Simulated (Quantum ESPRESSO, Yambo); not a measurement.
Planning a run of Quantum ESPRESSO 7.5 on CdSe (F-43m). The input:

```
&control
  calculation = 'nscf'
  prefix = 'x'
  outdir = 'o'
  pseudo_dir = 'pseudo'
/
&system
  ibrav = 0
  nat = 2
  ntyp = 2
  ecutwfc = 104.0
  nbnd = 68
  force_symmorphic = .true.
  noncolin = .true.
  lspinorb = .true.
/
&electrons
  conv_thr = 1e-9
  electron_maxstep = 80
  diago_full_acc = .true.
  diago_thr_init = 5e-6
/
ATOMIC_SPECIES
  Cd 112.41 Cd.upf
  Se 78.971 Se.upf
CELL_PARAMETERS angstrom
  0.0000000000 3.0250000000 3.0250000000
  3.0250000000 0.0000000000 3.0250000000
  3.0250000000 3.0250000000 0.0000000000
ATOMIC_POSITIONS crystal
  Cd 0.0000000000 0.0000000000 0.0000000000
  Se 0.7500000000 0.7500000000 0.7500000000
K_POINTS automatic
  8 8 8 0 0 0
```

```sh
OMP_NUM_THREADS=1 mpirun -n 4 pw.x -nk 4 -in pw.in > pw.out
```

Question: How long will it take on 4 MPI ranks of Arm Neoverse V1, shared host, and how much memory?

It took 57 s; on shared hardware allow 28 s to 1.9 min. Peak host memory was 0.6 GiB.

[Paths, hosts, dates, memory and timing lines, banners, echoed tables and standing remarks are left out of the program output.]

[Logs are printed without paths, hosts, clocks, repeated set-up lines and the standing remarks that a program may print on its own settings, such as how far it seeks lower states.]

[Runs of the session that timed out or met a known fault of the program may be left out.]

[Hosts, paths, dates, database ids (printed as entryN), source tags and the programs' standing remarks are cut or masked in the printed files.]
